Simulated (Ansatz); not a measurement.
# Cu/BN/Ni: predicting the conductance of a thicker barrier

How it was computed: Ansatz 0.2.0, plane waves with PAW datasets, PBE. Interfaces are relaxed in a short slab (with D3(BJ) where the barrier is layered), set between ideal electrode layers that go on as semi-infinite leads, and the zero-bias conductance G at 300 K comes from T(E) on a typed mesh. The error is the largest of the program's estimates from energy step, mesh, the leads' potential steps and neutrality; its separate bound for narrow resonances between the energies solved isn't counted and can be far larger. The lower electrode is Cu (fcc 111), the upper Ni (fcc 111) and the barrier BN (zinc blende 111), on a net of side 2.567 Å; d is the distance between the electrodes' last planes. The runs are spin-polarised, with magnetic electrodes parallel.

The runs shown:

```tsv
planes in the barrier	d (Å)	G (S/m²)	error (%)	lead step (meV)
4	6.48	2.20e14	7	24
6	8.58	8.16e13	9	25
8	10.69	3.02e13	9	25
10	12.80	1.14e13	11	26
12	14.91	4.31e12	14	26
14	17.01	1.64e12	17	26
18	21.23	2.37e11	22	26
```

Q: A further run has 20 planes, d = 23.34 Å. Fit G ∝ exp(−βd) to the rows shown and predict its conductance.

**Worked fit.** Take y = ln G: 33.03, 32.03, 31.04, 30.06, 29.09, 28.13 and 26.19. The means are d = 13.10 Å and y = 29.94; Σ(Δd Δy) = −71.68 and Σ(Δd)² = 154.81, so the slope is −0.463 Å⁻¹ (β = 0.463 Å⁻¹). At d = 23.34 Å, y = 29.94 − 0.463 × 10.24 = 25.20, or G = 8.77e10 S/m².

Check: The run gave 8.97e10 S/m², with an error estimate of 25 % and a lead step of 26 meV. The prediction is 0.978 times that, a miss under 10 %.

**Limits.** The interfaces are ideal, one cell wide, strained to a common net and relaxed from one registry with their symmetry kept. PBE's gaps are too small, so true decay constants are likely larger where the Fermi level lies deep in a gap. No spin-orbit coupling, phonons, disorder or image charges enter. The rows shown are chosen by tests on error estimates (under 100 to 120 %), lead steps (under 150 meV, though the program warns over 25), intact interfaces and, for fits, a steady trend in the rows shown; the data set holds 414 series of this kind, and not all pass.

[Logs are printed without paths, hosts, clocks, repeated set-up lines and the standing remarks that a program may print on its own settings, such as how far it seeks lower states.]
